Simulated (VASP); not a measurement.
# SnS2 (Berndtite-2T) (P-3m1) in VASP: notebook

One crystal, SnS2 (Berndtite-2T), is run at these levels: LDA, rev-vdW-DF2; tasks: relaxation of cell and atoms.

Everything below comes from runs of VASP 6.6.1. Logs are shortened: lines on timing, memory, paths and dates and some standing lists are left out, and cuts for length are marked.

### 1 The crystal as given

Symmetry: P-3m1, No. 164, trigonal system. Conventional cell: a = 3.549 Å, b = 3.549 Å, c = 5.107 Å, α = 90.00°, β = 90.00°, γ = 120.00°. Sn (site symmetry -3m) has 6 S at 2.52 Å as nearest neighbours. S (site symmetry 3m) is surrounded by 3 Sn at 2.52 Å.

### 2 Relaxation of cell and atoms, LDA, target pressure 9.78 GPa, at which the enthalpy is minimised

Contents of INCAR:

```
ALGO = Normal
EDIFF = 1E-7
EDIFFG = -0.005
ENCUT = 600
GGA = CA
IBRION = 2
ISIF = 3
ISMEAR = 0
LASPH = True
LCHARG = False
LREAL = False
LWAVE = False
NELM = 80
NSW = 90
PREC = Accurate
PSTRESS = 97.8
SIGMA = 0.03
```

Contents of KPOINTS:

```
k-points
0
Gamma
  9 9 5
```

Contents of POSCAR:

```
SnS2                                    
1.0
    3.5487002653      0.0000000000     -0.0000000000
   -1.7743501326      3.0732645802      0.0000000000
   -0.0000000000      0.0000000000      5.1066704495
  Sn              S             
     1     2
Direct
     1.0000000000000000    0.0000000000000000    0.0000000000000000
     0.3333333332999970    0.6666666667000030    0.2859291920190701
     0.6666666667000030    0.3333333332999970    0.7140708079809297
```

Potentials or basis: VASP PAW LDA potentials, release 64 (Sn_d, S).

Run with:

```sh
$ cat potpaw_LDA.64/Sn_d/POTCAR potpaw_LDA.64/S/POTCAR > POTCAR
$ mpirun -np 1 vasp_std > vasp.out
```

OUTCAR:

```text
EDIFF = 1E-7
   EDIFFG = -0.005
   ENCUT = 600
   GGA = CA
   IBRION = 2
   ISIF = 3
   ISMEAR = 0
   LASPH = True
   LREAL = False
   NELM = 80
   NSW = 90
   PREC = Accurate
   PSTRESS = 97.8

 ion  position               nearest neighbor table
   1  0.000  0.000  0.000-   2 2.52   3 2.52   3 2.52   2 2.52   3 2.52   2 2.52
   2  0.333  0.667  0.286-   1 2.52   1 2.52   1 2.52
   3  0.667  0.333  0.714-   1 2.52   1 2.52   1 2.52

  LATTYP: Found a hexagonal cell.
 ALAT       =     3.5487002653
 C/A-ratio  =     1.4390255777

  Lattice vectors:

 A1 = (   3.5487002653,   0.0000000000,   0.0000000000)
 A2 = (  -1.7743501326,   3.0732645802,   0.0000000000)
 A3 = (   0.0000000000,   0.0000000000,   5.1066704495)

Analysis of symmetry for initial positions (statically):
=====================================================================
 Subroutine PRICEL returns:
 Original cell was already a primitive cell.

 Routine SETGRP: Setting up the symmetry group for a
 hexagonal supercell.

 Subroutine GETGRP returns: Found 12 space group operations
 (whereof 12 operations were pure point group operations)
 out of a pool of 24 trial point group operations.

The static configuration has the point symmetry D_3d.

Analysis of symmetry for dynamics (positions and initial velocities):
=====================================================================
 Subroutine PRICEL returns:
 Original cell was already a primitive cell.

 Routine SETGRP: Setting up the symmetry group for a
 hexagonal supercell.

 Subroutine GETGRP returns: Found 12 space group operations
 (whereof 12 operations were pure point group operations)
 out of a pool of 24 trial point group operations.

The dynamic configuration has the point symmetry D_3d.

 Subroutine INISYM returns: Found 12 space group operations
 (whereof 12 operations are pure point group operations),
 and found     1 'primitive' translations

----------------------------------------------------------------------------------------

                                     Primitive cell

  volume of cell :      55.6938

  direct lattice vectors                    reciprocal lattice vectors
     3.548700265  0.000000000  0.000000000     0.281793312  0.162693444  0.000000000
    -1.774350133  3.073264580  0.000000000     0.000000000  0.325386889  0.000000000
     0.000000000  0.000000000  5.106670450     0.000000000  0.000000000  0.195822309

  length of vectors
     3.548700265  3.548700265  5.106670450     0.325386889  0.325386889  0.195822309

  position of ions in fractional coordinates (direct lattice)
     0.000000000  0.000000000  0.000000000
     0.333333333  0.666666667  0.285929192
     0.666666667  0.333333333  0.714070808

  ion indices of the primitive-cell ions
   primitive index   ion index
                 1           1
                 2           2
                 3           3

----------------------------------------------------------------------------------------

 KPOINTS: k-points

Automatic generation of k-mesh.
 Grid dimensions read from file:
 generate k-points for:    9    9    5

 Generating k-lattice:

  Cartesian coordinates                     Fractional coordinates (reciprocal lattice)
     0.031310368  0.018077049  0.000000000     0.111111111 -0.000000000  0.000000000
     0.000000000  0.036154099  0.000000000     0.000000000  0.111111111  0.000000000
     0.000000000  0.000000000  0.039164462     0.000000000  0.000000000  0.200000000

  Length of vectors
     0.036154099  0.036154099  0.039164462

  Shift w.r.t. Gamma in fractional coordinates (k-lattice)
     0.000000000  0.000000000  0.000000000

 Subroutine IBZKPT returns following result:
 ===========================================

 Found     50 irreducible k-points:

 Following reciprocal coordinates:
            Coordinates               Weight
  0.000000  0.000000  0.000000      1.000000
  0.111111  0.000000  0.000000      6.000000
  0.222222  0.000000  0.000000      6.000000
  0.333333 -0.000000  0.000000      6.000000
  0.444444  0.000000  0.000000      6.000000
  0.111111  0.111111  0.000000      6.000000
[... 16 lines left out ...]
  0.222222  0.111111  0.200000     12.000000
 -0.111111  0.333333  0.200000     12.000000
 [... further k-points ...]
   k-points           NKPTS =     50   k-points in BZ     NKDIM =     50   number of bands    NBANDS=     17
   number of dos      NEDOS =    301   number of ions     NIONS =      3
   total plane-waves  NPLWV =  32928
   dimension x,y,z NGX =    28 NGY =   28 NGZ =   42
   dimension x,y,z NGXF=    56 NGYF=   56 NGZF=   84
   ions per type =               1   2
   NGX,Y,Z   is equivalent  to a cutoff of  13.12, 13.12, 13.67 a.u.
   NGXF,Y,Z  is equivalent  to a cutoff of  26.23, 26.23, 27.35 a.u.
 SYSTEM =  unknown system
   PREC   = accura    normal or accurate (medium, high low for compatibility)
   ISTART =      0    job   : 0-new  1-cont  2-samecut
   ICHARG =      2    charge: 1-file 2-atom 10-const
   ISPIN  =      1    spin polarized calculation?
   LNONCOLLINEAR =      F non collinear calculations
   LSORBIT =      F    spin-orbit coupling
   LASPH  =      T    aspherical Exc in radial PAW
   ENCUT  =  600.0 eV  44.10 Ry    6.64 a.u.   7.09  7.09 10.20*2*pi/ulx,y,z
   NELM   =     80;   NELMIN=  2; NELMDL= -5     # of ELM steps
   EDIFF  = 0.1E-06   stopping-criterion for ELM
   LREAL  =      F    real-space projection
   EDIFFG = -.5E-02   stopping-criterion for IOM
   NSW    =     90    number of steps for IOM
   IBRION =      2    ionic relax: 0-MD 1-quasi-New 2-CG
   NFREE  =      1    steps in history (QN), initial steepest desc. (CG)
   ISIF   =      3    stress and relaxation
   ISYM   =      2    0-nonsym 1-usesym 2-fastsym
   POTIM  = 0.5000    time-step for ionic-motion
   TEBEG  =    0.0;   TEEND  =   0.0 temperature during run
   PSTRESS=   97.8 pullay stress
   NELECT =      26.0000    total number of electrons
   NUPDOWN=      -1.0000    fix difference up-down
   EMIN   =  10.00;   EMAX   =-10.00  energy-range for DOS
   EFERMI =   0.00;   METHOD = LEGACY
   ISMEAR =     0;   SIGMA  =   0.03  broadening in eV -4-tet -1-fermi 0-gaus
   EFERMI_NEDOS =   21; number of points for ismear=-14 and -15
   IALGO  =     38    algorithm
   IMIX   =      4    mixing-type and parameters
     AMIX     =   0.40;   BMIX     =  1.00
     AMIX_MAG =   1.60;   BMIX_MAG =  1.00
  volume/ion in A,a.u.               =      18.56       125.28
  Fermi-wavevector in a.u.,A,eV,Ry     =   1.269980  2.399914 21.944149  1.612849
  Thomas-Fermi vector in A             =   2.402992
   LORBIT       =      0    0 simple, 1 ext, 2 COOP (PROOUT), +10 PAW based schemes
   GGA     = CA    functional components
   LHFCALC =     F    Hartree Fock is set to
   AEXX    =    0.0000 exact exchange contribution
   IVDW    =     0    specifies the selected vdW correction
   LEPSILON=     F    determine dielectric tensor
   LRPA    =     F    only Hartree local field effects (RPA)
 conjugate gradient relaxation of ions
 non-spin polarized calculation
 Gauss-broadening in eV      SIGMA  =   0.03
  energy-cutoff  :      600.00
  volume of cell :       55.69
 maximum number of plane-waves:      1878
   NGX = 15   NGY = 15   NGZ = 21

--------------------------------------- Ionic step        1  -------------------------------------------

 number of electron      25.9999990 magnetization

 Free energy of the ion-electron system (eV)
  ---------------------------------------------------
  ext. energy  EPLUGINS =         0.00000000
  ---------------------------------------------------
  free energy    TOTEN  =       -14.84884341 eV

  energy without entropy =      -14.84884341  energy(sigma->0) =      -14.84884341

------------------------ aborting loop because EDIFF is reached ----------------------------------------

  FORCE on cell =-STRESS in cart. coord.  units (eV):
  Direction    XX          YY          ZZ          XY          YZ          ZX
  --------------------------------------------------------------------------------------
  -------------------------------------------------------------------------------------
  Total        3.3776928      3.3776928      3.3767076      0.0000000      0.0000000      0.0000000
  in kB       97.1680802     97.1680802     97.1397411      0.0000000      0.0000000      0.0000000
  external PRESSURE =      -0.6413661 kB  Pullay stress =      97.8000000 kB

 VOLUME and BASIS-vectors are now :
 -----------------------------------------------------------------------------
  energy-cutoff  :      600.00
  volume of cell :       55.69
      direct lattice vectors                 reciprocal lattice vectors
     3.548700265  0.000000000  0.000000000     0.281793312  0.162693444  0.000000000
    -1.774350133  3.073264580  0.000000000     0.000000000  0.325386889  0.000000000
     0.000000000  0.000000000  5.106670450     0.000000000  0.000000000  0.195822309
[... 48 lines left out ...]
  FREE ENERGIE OF THE ION-ELECTRON SYSTEM (eV)
  ---------------------------------------------------
  free  energy   TOTEN  =       -14.8451843270 eV

  energy  without entropy=      -14.8451843270  energy(sigma->0) =      -14.84518433

  enthalpy is  TOTEN    =       -11.4491804159 eV   P V=        3.3960039111

--------------------------------------- Ionic step        3  -------------------------------------------

 number of electron      25.9999990 magnetization

 Free energy of the ion-electron system (eV)
  ---------------------------------------------------
  ext. energy  EPLUGINS =         0.00000000
  ---------------------------------------------------
  free energy    TOTEN  =       -14.84732861 eV

  energy without entropy =      -14.84732861  energy(sigma->0) =      -14.84732861

 E-fermi :   8.0686     XC(G=0): -11.0380

 val. band max:        7.9418718113   @ k =   0.1111   0.0000   0.0000
 cond. band min:       8.1925307882   @ k =   0.3333   0.3333   0.0000
 fundamental gap:      0.2506589769
 Fermi energy:         8.0686406772

 k-point     1 :       0.0000    0.0000    0.0000
  band No.  band energies     occupation
      1     -13.8256      2.00000
      2     -13.8256      2.00000
      3     -13.7648      2.00000
      4     -13.7248      2.00000
      5     -13.7248      2.00000
      6      -7.6636      2.00000
[... 9 lines left out ...]
     16      12.8203      0.00000
     17      12.8203      0.00000
[... 441 lines left out ...]
 k-point    24 :      -0.1111    0.3333    0.2000
  band No.  band energies     occupation
      1     -13.8851      2.00000
      2     -13.7959      2.00000
      3     -13.7569      2.00000
      4     -13.7263      2.00000
      5     -13.6986      2.00000
      6      -6.4430      2.00000
[... 9 lines left out ...]
     16      13.2852      0.00000
     17      14.1780      0.00000

 [... further k-points ...]

------------------------ aborting loop because EDIFF is reached ----------------------------------------

  FORCE on cell =-STRESS in cart. coord.  units (eV):
  Direction    XX          YY          ZZ          XY          YZ          ZX
  --------------------------------------------------------------------------------------
  -------------------------------------------------------------------------------------
  Total        3.3981055      3.3981055      3.3981907      0.0000000      0.0000000      0.0000000
  in kB       97.7990234     97.7990234     97.8014758      0.0000000      0.0000000      0.0000000
  external PRESSURE =      -0.0001591 kB  Pullay stress =      97.8000000 kB

 VOLUME and BASIS-vectors are now :
 -----------------------------------------------------------------------------
  energy-cutoff  :      600.00
  volume of cell :       55.67
      direct lattice vectors                 reciprocal lattice vectors
     3.548179191  0.000000000  0.000000000     0.281834695  0.162717337 -0.000000000
    -1.774089596  3.072813317  0.000000000    -0.000000000  0.325434674 -0.000000000
     0.000000000  0.000000000  5.105886984     0.000000000  0.000000000  0.195852357

 POSITION                                       TOTAL-FORCE (eV/Angst)
 -----------------------------------------------------------------------------------
      0.00000      0.00000      0.00000         0.000000     -0.000000      0.000000
     -0.00000      2.04854      1.45994        -0.000000      0.000000      0.004602
      1.77409      1.02427      3.64594         0.000000     -0.000000     -0.004602
 -----------------------------------------------------------------------------------
    total drift:                               -0.000000      0.000000     -0.000000

  FREE ENERGIE OF THE ION-ELECTRON SYSTEM (eV)
  ---------------------------------------------------
  free  energy   TOTEN  =       -14.8473286144 eV

  energy  without entropy=      -14.8473286144  energy(sigma->0) =      -14.84732861

  enthalpy is  TOTEN    =       -11.4491892122 eV   P V=        3.3981394022

 reached required accuracy - stopping structural energy minimisation
```

Run time: 59 s. Hardware: 1 thread of Intel Xeon 6975P-C (Granite Rapids), shared host; peak memory 0.19 GiB.

What came out:

```
Free energy                                            : -14.8473 eV
Relaxed volume                                         : 18.56 Å³/atom
Relaxed cell                                           : a = 3.548 Å, b = 3.548 Å, c = 5.106 Å, α = 90.00°, β = 90.00°, γ = 120.00°
Space group after relaxing (to 0.05 Å)                 : P-3m1 (No. 164)
Energy change on relaxing (the enthalpy is what falls) : +0.5 meV/atom
Ionic steps                                            : 3
Pressure after relaxing                                : 9.8 GPa
Largest force after relaxing                           : 0.005 eV/Å
Band gap on the k mesh                                 : 0.25 eV, indirect (least direct gap 1.45 eV)
```

Forces in eV/Å, atoms in the order of the input:
```
Sn   0.000  0.000  0.000
S    0.000  0.000  0.005
S    0.000  0.000 -0.005
```

The path:
```
step  energy change (eV)  largest force (eV/Å)  pressure (GPa)  volume (Å³)
   1              0.0000                0.0010            9.72        55.69
   2              0.0037                0.0097            9.86        55.63
   3              0.0015                0.0046            9.78        55.67
```

Final structure:
```
CELL_PARAMETERS angstrom
3.54818 0.00000 0.00000
-1.77409 3.07281 0.00000
0.00000 0.00000 5.10589
ATOMIC_POSITIONS crystal
Sn 0.00000 0.00000 0.00000
S 0.33333 0.66667 0.28593
S 0.66667 0.33333 0.71407
```

Levels at points of the mesh, in eV from the valence-band top:
```
           k point  band 10  band 11  band 12  band 13  band 14  band 15  band 16  band 17
(0.00, 0.00, 0.00)    -1.58    -1.50    -1.50    -0.05     1.40     2.63     4.88     4.88
```

Caveat: the cell is relaxed towards a set pressure, so the enthalpy falls and the energy may rise; spin-orbit coupling is left out, which moves the levels of the heavy elements; an odd mesh through Γ misses points on the zone boundary, where band edges often lie.

### 3 Relaxation of cell and atoms, rev-vdW-DF2

This run uses another cell than the first one, of 22.43 Å³/atom, 1.208 times its volume.

Contents of INCAR:

```
AGGAC = 0.0 ; ALGO = Normal
EDIFF = 1E-6 ; EDIFFG = -0.01
ENCUT = 600 ; GGA = MK
IBRION = 2 ; ISIF = 3
ISMEAR = 0 ; LASPH = T
LCHARG = F ; LREAL = F
LUSE_VDW = T ; LWAVE = F
NELM = 80 ; NSW = 90
PARAM1 = 0.1234 ; PARAM2 = 0.711357
PREC = Accurate ; SIGMA = 0.03
ZAB_VDW = -1.8867
```

KPOINTS is that of step 2.

Contents of POSCAR:

```
SnS2
1.0
    3.6390000000      0.0000000000      0.0000000000
   -1.8195000000      3.1514664444      0.0000000000
    0.0000000000      0.0000000000      5.8680000000
Sn S
1 2
Direct
    0.0000000000      0.0000000000      0.0000000000
    0.3333333333      0.6666666667      0.2500000000
    0.6666666667      0.3333333333      0.7500000000
```

Potentials or basis: VASP PAW PBE potentials, release 64 (Sn_d, S).

Run with:

```sh
$ cat potpaw_PBE.64/Sn_d/POTCAR potpaw_PBE.64/S/POTCAR > POTCAR
$ mpirun -np 1 vasp_std > vasp.out
```

Run time: 8.4 min. Hardware: 1 thread of Intel Xeon Platinum 8488C (Sapphire Rapids), shared host; peak memory 0.49 GiB.

Results (log left out):

- Free energy: -7.8175 eV
- Relaxed volume: 23.10 Å³/atom
- Relaxed cell: a = 3.688 Å, b = 3.688 Å, c = 5.885 Å, α = 90.00°, β = 90.00°, γ = 120.00°
- Space group after relaxing (to 0.05 Å): P-3m1 (No. 164)
- Energy gained by relaxing: 7.5 meV/atom
- Ionic steps: 11
- Pressure after relaxing: 0.0 GPa
- Band gap on the k mesh: 1.23 eV, indirect (least direct gap 1.58 eV)

Step by step:
```csv
step,energy change (eV),largest force (eV/Å),pressure (GPa),volume (Å³)
1,0.0000,0.3505,2.94,67.30
2,-0.0049,0.3273,-2.28,71.38
3,-0.0219,0.0258,-0.03,69.41
4,-0.0219,0.0191,0.06,69.37
5,-0.0223,0.0036,0.04,69.41
6,-0.0224,0.0203,0.01,69.44
7,-0.0224,0.0111,-0.05,69.46
8,-0.0224,0.0016,-0.11,69.47
9,-0.0224,0.0018,-0.08,69.46
10,-0.0225,0.0002,-0.07,69.40
11,-0.0225,0.0017,-0.03,69.30
```

Final structure:
```cif
data_structure
_symmetry_space_group_name_H-M 'P 1'
_symmetry_Int_Tables_number 1
_cell_length_a 3.6876
_cell_length_b 3.6876
_cell_length_c 5.8846
_cell_angle_alpha 90.000
_cell_angle_beta 90.000
_cell_angle_gamma 120.000
_cell_volume 69.30
loop_
_atom_site_label
_atom_site_type_symbol
_atom_site_fract_x
_atom_site_fract_y
_atom_site_fract_z
_atom_site_occupancy
Sn1 Sn 0.00000 0.00000 0.00000 1
S1 S 0.33333 0.66667 0.25212 1
S2 S 0.66667 0.33333 0.74788 1
```

Levels at points of the mesh, in eV from the valence-band top:
```tsv
k point	band 11	band 12	band 13	band 14	band 15	band 16
(0.00, 0.00, 0.00)	-0.42	-0.42	0.00	1.58	3.52	5.27
```

Caveat: the PAW data sets were made with another functional, which shifts forces and pressure a little; spin-orbit coupling is left out, which moves the levels of the heavy elements; an odd mesh through Γ misses points on the zone boundary, where band edges often lie.
